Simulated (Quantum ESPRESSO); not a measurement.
AlN:

```xyz
2
Lattice="0.0000 2.1840 2.1840 2.1840 0.0000 2.1840 2.1840 2.1840 0.0000" Properties=species:S:1:pos:R:3 pbc="T T T"
Al    0.0000    0.0000    0.0000
N     1.0920    1.0920    1.0920
```

Measurements of this composition are mostly on another form, of space group No. 186.

```yaml
Program: Quantum ESPRESSO 7.5
Task: phonons
Functional: AM05
Potentials_or_basis: PseudoDojo 0.4.1 SR PBE standard
Cutoff: 1143 eV
Density_cutoff: 4572 eV
k_mesh: 6 × 6 × 6, shifted
Occupations: fermi-dirac, width 0.05 eV
Spin: no spin polarisation
Mixing_beta: 0.5
Most_SCF_iterations: 120
SCF_threshold: 4e-10 Ry
```

The first run showed a gap, so the response started from a second, tighter run with fixed occupations.

Task: Which optical modes does the crystal have at the zone centre, and which show in infrared and Raman spectra?

Result: The optical modes are T2. Infrared active: T2. Raman active: T2.

Optical modes at Γ, degenerate ones joined, polar ones without the macroscopic field:
```csv
cm⁻¹,components,symmetry,active in,"IR intensity, summed ((D/Å)²/amu)"
665,3,T2,IR and Raman,47.69
```

Zone-centre frequencies without and with the macroscopic field along z (cm⁻¹):
|  | optical modes in rising order |
| --- | --- |
| without | 665 665 665 |
| with the field | 665 665 891 |
